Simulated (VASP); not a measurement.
H2: relaxation of the atoms with PBE

H2, in a box:

```
H
1.0
    11.17151    0.00000    0.00000
     0.00000   11.67151    0.00000
     0.00000    0.00000   12.17151
H
2
Direct
  0.50298 0.48780 0.52759
  0.49702 0.52076 0.47241
```

- Program: VASP 6.6.1
- Task: relaxation of the atoms
- Functional: PBE
- Potentials or basis: VASP PAW PBE potentials, release 64 (H)
- Cutoff: 400 eV
- k mesh: 1 × 1 × 1
- Occupations: gaussian, width 0.01 eV
- Spin: no spin polarisation
- Atoms held fixed (from 0): [0]
- Further INCAR settings: ALGO = Normal; EDIFF = 1e-06; ISYM = 0; IBRION = 2; EDIFFG = -0.03; NSW = 120

| Quantity | Value |
| --- | --- |
| Energy gained by relaxing | 5.5 meV/atom |
| Ionic steps | 3 |
| Gap between the frontier levels | 10.21 eV |

Step by step:
```tsv
step	energy change (eV)	largest force (eV/Å)	pressure (GPa)
1	0.0000	0.8164	-0.03
2	-0.0079	0.4698	0.00
3	-0.0110	0.0007	-0.01
```

Final structure:
```cif
data_structure
_symmetry_space_group_name_H-M 'P 1'
_symmetry_Int_Tables_number 1
_cell_length_a 11.1715
_cell_length_b 11.6715
_cell_length_c 12.1715
_cell_angle_alpha 90.000
_cell_angle_beta 90.000
_cell_angle_gamma 90.000
_cell_volume 1587.02
loop_
_atom_site_label
_atom_site_type_symbol
_atom_site_fract_x
_atom_site_fract_y
_atom_site_fract_z
_atom_site_occupancy
H1 H 0.50298 0.48780 0.52759 1
H2 H 0.49722 0.51965 0.47427 1
```

Levels at points of the mesh, in eV from the valence-band top:
```csv
k point,band 1,band 2,band 3,band 4,band 5
"(0.00, 0.00, 0.00)",0.00,10.21,10.58,11.08,11.15
```

It took 68 s on 1 thread of Intel(R) Xeon(R) Platinum 8488C (Sapphire Rapids), on a shared host, peak memory 0.94 GiB.

PBE gaps usually lie below the measured ones, often by a third to a half.
